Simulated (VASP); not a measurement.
# H (P6_3/mmc) in VASP: equation of state, part 2 of 2

VASP 6.6.1. Earlier steps stand in the parts before.

## (3) Equation of state, PBE, 42.78 Å³/atom (volume scaled by 0.96)

Input file INCAR:

```
SYSTEM = H
PREC = Accurate
ENCUT = 520
EDIFF = 1E-7
ISMEAR = -1
SIGMA = 0.05
LREAL = .FALSE.
LASPH = .TRUE.
NELM = 60
ALGO = Normal
ISIF = 2
LWAVE = .FALSE.
LCHARG = .FALSE.
GGA = PE
NBANDS = 8
```

Input file KPOINTS:

```
Automatic mesh
0
G
  6 6 7
  0 0 0
```

Input file POSCAR:

```
H
1.0
    5.1003702497      0.0000000000      0.0000000000
   -2.5501851249      4.4170502050      0.0000000000
    0.0000000000      0.0000000000      3.7974980142
H
2
Direct
    0.6666666667      0.3333333333      0.7500000000
    0.3333333333      0.6666666667      0.2500000000
```

Potentials or basis: VASP PAW PBE potentials, release 64 (H).

Started as:

```console
$ cat potpaw_PBE.64/H/POTCAR > POTCAR
$ mpirun -np 1 vasp_std > vasp.out
```

OUTCAR:

```text
SYSTEM = H
   PREC = Accurate
   ENCUT = 520
   EDIFF = 1E-7
   ISMEAR = -1
   LREAL = .FALSE.
   LASPH = .TRUE.
   NELM = 60
   ISIF = 2
   GGA = PE

 ion  position               nearest neighbor table
   1  0.667  0.333  0.750-
   2  0.333  0.667  0.250-

  LATTYP: Found a hexagonal cell.
 ALAT       =     5.1003702497
 C/A-ratio  =     0.7445534007

  Lattice vectors:

 A1 = (   5.1003702497,   0.0000000000,   0.0000000000)
 A2 = (  -2.5501851249,   4.4170502050,   0.0000000000)
 A3 = (   0.0000000000,   0.0000000000,   3.7974980142)

Analysis of symmetry for initial positions (statically):
=====================================================================
 Subroutine PRICEL returns:
 Original cell was already a primitive cell.

 Routine SETGRP: Setting up the symmetry group for a
 hexagonal supercell.

 Subroutine GETGRP returns: Found 24 space group operations
 (whereof 12 operations were pure point group operations)
 out of a pool of 24 trial point group operations.

The static configuration has the point symmetry D_3d.
 The point group associated with its full space group is D_6h.

Analysis of symmetry for dynamics (positions and initial velocities):
=====================================================================
 Subroutine PRICEL returns:
 Original cell was already a primitive cell.

 Routine SETGRP: Setting up the symmetry group for a
 hexagonal supercell.

 Subroutine GETGRP returns: Found 24 space group operations
 (whereof 12 operations were pure point group operations)
 out of a pool of 24 trial point group operations.

The dynamic configuration has the point symmetry D_3d.
 The point group associated with its full space group is D_6h.

 Subroutine INISYM returns: Found 24 space group operations
 (whereof 12 operations are pure point group operations),
 and found     1 'primitive' translations

----------------------------------------------------------------------------------------

                                     Primitive cell

  volume of cell :      85.5523

  direct lattice vectors                    reciprocal lattice vectors
     5.100370250  0.000000000  0.000000000     0.196064198  0.113197717  0.000000000
    -2.550185125  4.417050205  0.000000000     0.000000000  0.226395434  0.000000000
     0.000000000  0.000000000  3.797498014     0.000000000  0.000000000  0.263331277

  length of vectors
     5.100370250  5.100370250  3.797498014     0.226395434  0.226395434  0.263331277

  position of ions in fractional coordinates (direct lattice)
     0.666666667  0.333333333  0.750000000
     0.333333333  0.666666667  0.250000000

  ion indices of the primitive-cell ions
   primitive index   ion index
                 1           1
                 2           2

----------------------------------------------------------------------------------------

 KPOINTS: Automatic mesh

Automatic generation of k-mesh.
 Grid dimensions read from file:
 generate k-points for:    6    6    7

 Generating k-lattice:

  Cartesian coordinates                     Fractional coordinates (reciprocal lattice)
     0.032677366  0.018866286  0.000000000     0.166666667  0.000000000  0.000000000
     0.000000000  0.037732572  0.000000000     0.000000000  0.166666667  0.000000000
     0.000000000  0.000000000  0.037618754     0.000000000  0.000000000  0.142857143

  Length of vectors
     0.037732572  0.037732572  0.037618754

  Shift w.r.t. Gamma in fractional coordinates (k-lattice)
     0.000000000  0.000000000  0.000000000

 Subroutine IBZKPT returns following result:
 ===========================================

 Found     28 irreducible k-points:

 Following reciprocal coordinates:
            Coordinates               Weight
  0.000000  0.000000  0.000000      1.000000
  0.166667 -0.000000  0.000000      6.000000
  0.333333  0.000000  0.000000      6.000000
  0.500000 -0.000000  0.000000      3.000000
  0.166667  0.166667  0.000000      6.000000
  0.333333  0.166667  0.000000     12.000000
[... 20 lines left out ...]
  0.333333  0.166667  0.428571     24.000000
  0.333333  0.333333  0.428571      4.000000
   k-points           NKPTS =     28   k-points in BZ     NKDIM =     28   number of bands    NBANDS=      8
   number of dos      NEDOS =    301   number of ions     NIONS =      2
   total plane-waves  NPLWV =  44800
   dimension x,y,z NGX =    40 NGY =   40 NGZ =   28
   dimension x,y,z NGXF=    80 NGYF=   80 NGZF=   56
   ions per type =               2
   NGX,Y,Z   is equivalent  to a cutoff of  13.04, 13.04, 12.26 a.u.
   NGXF,Y,Z  is equivalent  to a cutoff of  26.08, 26.08, 24.52 a.u.
 SYSTEM =  H
   PREC   = accura    normal or accurate (medium, high low for compatibility)
   ISTART =      0    job   : 0-new  1-cont  2-samecut
   ICHARG =      2    charge: 1-file 2-atom 10-const
   ISPIN  =      1    spin polarized calculation?
   LNONCOLLINEAR =      F non collinear calculations
   LSORBIT =      F    spin-orbit coupling
   LASPH  =      T    aspherical Exc in radial PAW
   ENCUT  =  520.0 eV  38.22 Ry    6.18 a.u.   9.48  9.48  7.06*2*pi/ulx,y,z
   NELM   =     60;   NELMIN=  2; NELMDL= -5     # of ELM steps
   EDIFF  = 0.1E-06   stopping-criterion for ELM
   LREAL  =      F    real-space projection
   EDIFFG = 0.1E-05   stopping-criterion for IOM
   NSW    =      0    number of steps for IOM
   IBRION =     -1    ionic relax: 0-MD 1-quasi-New 2-CG
   NFREE  =      0    steps in history (QN), initial steepest desc. (CG)
   ISIF   =      2    stress and relaxation
   ISYM   =      2    0-nonsym 1-usesym 2-fastsym
   POTIM  = 0.5000    time-step for ionic-motion
   TEBEG  =    0.0;   TEEND  =   0.0 temperature during run
   PSTRESS=    0.0 pullay stress
   NELECT =       2.0000    total number of electrons
   NUPDOWN=      -1.0000    fix difference up-down
   EMIN   =  10.00;   EMAX   =-10.00  energy-range for DOS
   EFERMI =   0.00;   METHOD = LEGACY
   ISMEAR =    -1;   SIGMA  =   0.05  broadening in eV -4-tet -1-fermi 0-gaus
   EFERMI_NEDOS =   21; number of points for ismear=-14 and -15
   IALGO  =     38    algorithm
   IMIX   =      4    mixing-type and parameters
     AMIX     =   0.40;   BMIX     =  1.00
     AMIX_MAG =   1.60;   BMIX_MAG =  1.00
  volume/ion in A,a.u.               =      42.78       288.67
  Fermi-wavevector in a.u.,A,eV,Ry     =   0.468103  0.884585  2.981308  0.219120
  Thomas-Fermi vector in A             =   1.458896
   LORBIT       =      0    0 simple, 1 ext, 2 COOP (PROOUT), +10 PAW based schemes
   GGA     = PE    functional components
   LHFCALC =     F    Hartree Fock is set to
   AEXX    =    0.0000 exact exchange contribution
   IVDW    =     0    specifies the selected vdW correction
   LEPSILON=     F    determine dielectric tensor
   LRPA    =     F    only Hartree local field effects (RPA)
 non-spin polarized calculation
  energy-cutoff  :      520.00
  volume of cell :       85.55
 maximum number of plane-waves:      2348
 NGX is ok and might be reduce to    40
   NGX = 19   NGY = 19   NGZ = 15

 number of electron       1.9999999 magnetization

 Free energy of the ion-electron system (eV)
  ---------------------------------------------------
  ext. energy  EPLUGINS =         0.00000000
  ---------------------------------------------------
  free energy    TOTEN  =        -0.66269057 eV

  energy without entropy =       -0.62942078  energy(sigma->0) =       -0.64605567

 E-fermi :  -5.9427     XC(G=0):  -3.6382

 val. band max:       -5.9429338509   @ k =   0.3333   0.1667   0.0000
 cond. band min:      -5.9182221916   @ k =   0.3333   0.1667   0.4286
 fundamental gap:      0.0247116593
 Fermi energy:        -5.9426598078

 k-point     1 :       0.0000    0.0000    0.0000
  band No.  band energies     occupation
      1      -7.1251      2.00000
      2      -5.3183      0.00001
      3       2.2815      0.00000
      4       3.8255      0.00000
      5       3.8255      0.00000
      6       4.9952      0.00000
      7       4.9952      0.00000
      8       6.5121      0.00000
[... 287 lines left out ...]
 k-point    28 :       0.3333    0.3333    0.4286
  band No.  band energies     occupation
      1      -5.8275      0.18176
      2      -5.8275      0.18176
      3       1.8103      0.00000
      4       1.8103      0.00000
      5       2.2129      0.00000
      6       3.6891      0.00000
      7       7.0797      0.00000
      8       7.0797      0.00000

------------------------ aborting loop because EDIFF is reached ----------------------------------------

  FORCE on cell =-STRESS in cart. coord.  units (eV):
  Direction    XX          YY          ZZ          XY          YZ          ZX
  --------------------------------------------------------------------------------------
  -------------------------------------------------------------------------------------
  Total       -0.8795175     -0.8795175     -1.0201521      0.0000000      0.0000000      0.0000000
  in kB      -16.4711330    -16.4711330    -19.1048627      0.0000000      0.0000000      0.0000000
  external PRESSURE =     -17.3490429 kB  Pullay stress =       0.0000000 kB

 VOLUME and BASIS-vectors are now :
 -----------------------------------------------------------------------------
  energy-cutoff  :      520.00
  volume of cell :       85.55
      direct lattice vectors                 reciprocal lattice vectors
     5.100370250  0.000000000  0.000000000     0.196064198  0.113197717  0.000000000
    -2.550185125  4.417050205  0.000000000     0.000000000  0.226395434  0.000000000
     0.000000000  0.000000000  3.797498014     0.000000000  0.000000000  0.263331277

 POSITION                                       TOTAL-FORCE (eV/Angst)
 -----------------------------------------------------------------------------------
      2.55019      1.47235      2.84812         0.000000      0.000000      0.000000
     -0.00000      2.94470      0.94937        -0.000000      0.000000     -0.000000
 -----------------------------------------------------------------------------------
    total drift:                               -0.000000      0.000000      0.000000

  FREE ENERGIE OF THE ION-ELECTRON SYSTEM (eV)
  ---------------------------------------------------
  free  energy   TOTEN  =        -0.6626905651 eV

  energy  without entropy=       -0.6294207832  energy(sigma->0) =       -0.64605567
```

stdout:

```text
POSCAR found type information on POSCAR H
 POSCAR found :  1 types and       2 ions
 scaLAPACK will be used
 LDA part: xc-table for (Slater+PW92), standard interpolation
 POSCAR, INCAR and KPOINTS ok, starting setup
 FFT: planning ... GRIDC
 FFT: planning ... GRID_SOFT
 FFT: planning ... GRID
 WAVECAR not read
 entering main loop
```

Run time: 18 s. Hardware: 1 thread of AMD EPYC 7R43 (Zen 3), shared host; peak memory 0.15 GiB.

Results:

| Property | Result |
| --- | --- |
| Free energy | -0.6627 eV |
| Pressure | -1.7 GPa |
| Band gap on the k mesh | none (metal or under the smearing width) |

## (4) Equation of state, PBE, 43.67 Å³/atom (volume scaled by 0.98)

Input file INCAR:

```
PREC = Accurate
ENCUT = 520
EDIFF = 1E-7
ISMEAR = -1
SIGMA = 0.05
LREAL = False
LASPH = True
NELM = 60
ALGO = Normal
ISIF = 2
LWAVE = False
LCHARG = False
GGA = PE
NBANDS = 8
```

Input file KPOINTS:

```
Automatic mesh
0
Gamma
  6 6 7
```

Input file POSCAR:

```
H
1.0
    5.1355463285      0.0000000000      0.0000000000
   -2.5677731643      4.4475135829      0.0000000000
    0.0000000000      0.0000000000      3.8236884833
H
2
Direct
    0.6666666667      0.3333333333      0.7500000000
    0.3333333333      0.6666666667      0.2500000000
```

Started as:

```console
$ cat potpaw_PBE.64/H/POTCAR > POTCAR
$ mpirun -np 1 vasp_std > vasp.out
```

Wall time 23 s (1 thread of AMD EPYC 7R43 (Zen 3), shared host); peak memory 0.15 GiB.

Results (log left out):

* Free energy: -0.6441 eV
* Pressure: -1.7 GPa
* Band gap on the k mesh: none (metal or under the smearing width)

## (5) Equation of state, PBE, 45.45 Å³/atom (volume scaled by 1.02)

INCAR, as its differences from that of step 4:

```diff
@@ -7,3 +7,3 @@
 LASPH = True
-NELM = 60
+NELM = 80
 ALGO = Normal
```

KPOINTS is that of step 4.

Input file POSCAR:

```
H
1.0
    5.2044880629      0.0000000000      0.0000000000
   -2.6022440315      4.5072188762      0.0000000000
    0.0000000000      0.0000000000      3.8750192860
H
2
Direct
    0.6666666667      0.3333333333      0.7500000000
    0.3333333333      0.6666666667      0.2500000000
```

Started as:

```console
$ cat potpaw_PBE.64/H/POTCAR > POTCAR
$ mpirun -np 1 vasp_std > vasp.out
```

It took 29 s on 1 thread of AMD EPYC 7R43 (Zen 3), shared host; peak memory 0.15 GiB.

Results (log left out):

```yaml
Free_energy: -0.6093 eV
Pressure: -1.5 GPa
Band_gap_on_the_k_mesh: none (metal or under the smearing width)
```

## (6) Equation of state, PBE, 46.34 Å³/atom (volume scaled by 1.04)

INCAR, as its differences from that of step 5:

```diff
@@ -7,3 +7,3 @@
 LASPH = True
-NELM = 80
+NELM = 100
 ALGO = Normal
```

Input file KPOINTS:

```
regular mesh
0
Gamma
  6 6 7
```

Input file POSCAR:

```
H
1.0
    5.2382843869      0.0000000000      0.0000000000
   -2.6191421935      4.5364873513      0.0000000000
    0.0000000000      0.0000000000      3.9001824540
H
2
Direct
    0.6666666667      0.3333333333      0.7500000000
    0.3333333333      0.6666666667      0.2500000000
```

Potentials or basis: VASP PAW PBE potentials, release 64 (H).

Started as:

```console
$ cat potpaw_PBE.64/H/POTCAR > POTCAR
$ mpirun -np 1 vasp_std > vasp.out
```

Wall time 19 s (1 thread of AMD EPYC 7R43 (Zen 3), shared host); peak memory 0.15 GiB.

It converged, with:

```yaml
Free_energy: -0.5930 eV
Pressure: -1.5 GPa
Band_gap_on_the_k_mesh: none (metal or under the smearing width)
```

## (7) Equation of state, PBE, 47.23 Å³/atom (volume scaled by 1.06)

Input file INCAR:

```
PREC     = Accurate       # precision mode
ENCUT    = 520            # plane-wave cutoff, eV
EDIFF    = 1E-7           # SCF threshold, eV
ISMEAR   = -1             # smearing method
SIGMA    = 0.05           # smearing width, eV
LREAL    = F              # projectors in reciprocal space
LASPH    = T              # aspherical terms in the spheres
NELM     = 80             # most SCF steps
ALGO     = Normal         # electronic algorithm
ISIF     = 2              # what is computed and relaxed
LWAVE    = F              # write WAVECAR
LCHARG   = F              # write CHGCAR
GGA      = PE             # functional
NBANDS   = 8              # bands
```

Input file KPOINTS:

```
Automatic mesh
0
Gamma
  6 6 7
```

Input file POSCAR:

```
H
1.0
    5.2716501552      0.0000000000      0.0000000000
   -2.6358250776      4.5653829543      0.0000000000
    0.0000000000      0.0000000000      3.9250250502
H
2
Direct
    0.6666666667      0.3333333333      0.7500000000
    0.3333333333      0.6666666667      0.2500000000
```

Started as:

```console
$ cat potpaw_PBE.64/H/POTCAR > POTCAR
$ mpirun -np 1 vasp_std > vasp.out
```

Wall time 26 s (1 thread of AMD EPYC 7R43 (Zen 3), shared host); peak memory 0.15 GiB.

Results (log left out):

```
Free energy            : -0.5773 eV
Pressure               : -1.4 GPa
Band gap on the k mesh : none (metal or under the smearing width)
```

## (8) Equation of state, PBE

This step only gathers the single runs of the series.

What came out:

```
Equilibrium volume : outside the volumes run
```

Energy against volume, from the lowest point:
```csv
volume (Å³/atom),energy (meV/atom)
41.885,0.00
42.776,9.92
43.667,19.44
44.558,28.56
45.450,37.31
46.341,45.72
47.232,53.81
```
